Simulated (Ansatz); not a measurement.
**Where the states of CaO lie**

```xyz
2
Lattice="0.0000 2.6218 2.6218 2.6218 0.0000 2.6218 2.6218 2.6218 0.0000" Properties=species:S:1:pos:R:3 pbc="T T T"
Ca    0.0000    0.0000    0.0000
O     1.3109    1.3109    1.3109
```

The structure comes from a relaxation in the same program, started in the zincblende type, and has space group F-43m. Whether it is a known phase or the ground state wasn't checked.

Level of theory: DFT, PBE, all-electron LAPW, scalar-relativistic (Ansatz 0.2.0).

The runs use a Γ-centred 11×11×11 k mesh, Fermi–Dirac smearing of 0.05 eV, basis error target 0.25 meV/atom, no spin polarisation.

States per eV and cell, averaged over 0.6 eV, from -1.6 to 6.6 eV, with energies (bin centres) from the valence-band top; empty bins are left out. The partial columns, the largest 4 alone, are projections on Löwdin-orthogonalised atomic shells (those that the program's projection atoms carry: the occupied ones and, for some elements, an empty d or f shell; other empty shells have no column), summed over atoms of an element. Weights on diffuse s and p shells depend on that basis and aren't pure angular character.

```csv
E (eV),total,O 2p,Ca 4s,O 2s,Ca 3p
-1.4,0.54,0.44,0.07,0.00,0.00
-0.8,2.96,2.49,0.26,0.02,0.03
-0.2,6.49,6.03,0.06,0.00,0.07
3.4,0.01,0.00,0.01,0.00,0.00
4.0,0.07,0.01,0.05,0.01,0.00
4.6,0.15,0.02,0.10,0.02,0.00
5.2,1.81,0.10,0.39,0.04,0.01
5.8,1.29,0.14,0.48,0.04,0.01
6.4,1.32,0.10,0.16,0.01,0.00
```

Problem. Which of the resolved shells contributes most in the top eV of the valence band?

Solution. O 2p, with 92 % of all states there; Ca 4s follows with 2 %.
